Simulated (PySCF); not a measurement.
Work out the structure from these simulated measurements.

Formula: C5H12N; charge +1.

| Quantity | Value |
| --- | --- |
| 13C NMR | chemical shifts (computed TMS as zero) by class: 52.1 (2 C), 28.4 (2 C), 25.7 (1 C) ppm [GIAO PBE0/pcSseg-1] |
| Polarisability | 60.0 au [B3LYP/def2-SVPD] |
| UV, strongest line | among the 8 lowest singlet transitions: S7 at 9.22 eV (134 nm, f = 0.108) [TDDFT B3LYP/def2-SVPD] |
| NMR, other nuclei | isotropic shieldings of nuclei other than C and H, by class: 194 (1 N) ppm [GIAO PBE0/pcSseg-1] |
| Triplet | lowest triplet excitation (Tamm–Dancoff): 7.97 eV [TDA B3LYP/def2-SVPD] |
| 1H NMR | chemical shifts (computed TMS as zero) by class: 4.55 (2 H), 3.57 (4 H), 2.17 (4 H), 2.06 (2 H) ppm [GIAO PBE0/pcSseg-1] |
| UV, first state | lowest singlet excitation: 8.07 eV (154 nm, f = 0.000) [TDDFT B3LYP/def2-SVPD] |
| Rotational structure | rotational constants A, B, C: 4.444, 4.320, 2.520 GHz [GFN2-xTB] |

Electronic properties: PySCF, gas phase, density fitting. Levels stand in brackets. Isolated species at its GFN2-xTB geometry (one conformer only). NMR classes are plain means over equivalent atoms (diastereotopic ones count apart unless rotation or inversion swaps them), as if these changed places fast.

Task: Give a SMILES that accounts for the data.

Result: Numbering: `[CH2:1]1[CH2:2][CH2:3][NH2+:4][CH2:5][CH2:6]1`. 5 carbons fall into 3 classes; from least to most shielded: ring sp3 carbon bound to nitrogen [C3/C5] (52.1 ppm, 2 C), ring CH2 carbon [C2/C6] (28.4 ppm, 2 C), ring CH2 carbon [C1] (25.7 ppm). Hydrogen classes from least to most shielded: 2 H on an ammonium nitrogen, N4 (4.55 ppm, a mean of values up to 0.9 ppm apart in this geometry), 4 H on 2 like atoms (sp3 carbon bound to nitrogen), C3/C5 (3.57 ppm, a mean of values up to 0.5 ppm apart in this geometry), 4 H on 2 ring CH2 carbons, C2/C6 (2.17 ppm, a mean of values up to 0.8 ppm apart in this geometry), 2 H on a ring CH2 carbon, C1 (2.06 ppm, a mean of values up to 0.6 ppm apart in this geometry). The other shieldings belong to: 194 ppm, ammonium nitrogen [N4]. The optimised geometry has point group Cs and is an asymmetric top. Structure: `C1CC[NH2+]CC1`. Computed isomers that give other values at the same levels: `C=C[N+](C)(C)C` (rotational constant A: 4.733 GHz; this holds for the one conformer computed); `C[NH+]1CCCC1` (rotational constant A: 6.478 GHz; this holds for the one conformer computed); `C[NH2+]CC1CC1` (13C chemical shifts (computed TMS as zero) by class: 63.2 (1 C), 36.6 (1 C), 12.1 (1 C), 7.2 (2 C) ppm). The assignments are read from this structure; whether some other isomer fits the data as well wasn't checked.
